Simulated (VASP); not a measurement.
Wanted: the native input for a VASP 6.6.1 run.

```
Task                   : band structure
Functional             : PBE
Potentials or basis    : VASP PAW PBE potentials, release 64 (Cd, O)
Cutoff                 : 520 eV
k mesh                 : 8 × 8 × 8
Occupations            : gaussian, width 0.03 eV
Spin                   : spin-orbit coupling, no magnetisation
Further INCAR settings : ALGO = Normal; EDIFF = 1e-06
```

The structure of CdO (Monteponite) lies in POSCAR:

```
CdO                                     
1.0
    0.0000000000      2.3523961160      2.3523961160
    2.3523961160      0.0000000000      2.3523961160
    2.3523961160      2.3523961160      0.0000000000
  Cd              O             
     1     1
Direct
     0.0000000000000000    0.0000000000000000    0.0000000000000000
     0.5000000000000000    0.5000000000000000    0.5000000000000000
```

One way to write it, as run:

INCAR

```
SYSTEM = CdO
PREC = Accurate ; ENCUT = 520
EDIFF = 1E-6 ; ISMEAR = 0
SIGMA = 0.03 ; LREAL = .False.
LASPH = .True. ; NELM = 80
ALGO = Normal ; ISIF = 2
LWAVE = .False. ; LCHARG = .False.
MAGMOM = 0 0 0 0 0 0 ; LORBIT = 11
LSORBIT = .True. ; GGA_COMPAT = .False.
GGA = PE
```

KPOINTS

```
regular mesh
0
Gamma
  8 8 8
  0 0 0
```

KPOINTS_OPT

```
explicit points
302
Reciprocal
 0.0000000000  0.0000000000  0.0000000000 1
 0.0263157895  0.0000000000  0.0263157895 1
 0.0526315789  0.0000000000  0.0526315789 1
 0.0789473684  0.0000000000  0.0789473684 1
 0.1052631579  0.0000000000  0.1052631579 1
 0.1315789474  0.0000000000  0.1315789474 1
[... 294 lines left out ...]
 0.4907455900  0.0092544100  0.5000000000 1
 0.5092544100 -0.0092544100  0.5000000000 1
```

Potentials or basis: VASP PAW PBE potentials, release 64 (Cd, O).

Run with:

```sh
$ cat potpaw_PBE.64/Cd/POTCAR potpaw_PBE.64/O/POTCAR > POTCAR
$ mpirun -np 1 vasp_ncl > vasp.out
```

Results of the run:

* Pressure: 7.0 GPa
* Valence electrons inside the program's atomic spheres: Cd 10.24; O 4.93

Wall time 2.9 min on 1 thread of Intel(R) Xeon(R) Platinum 8488C (Sapphire Rapids) (shared host), peak memory 0.27 GiB.
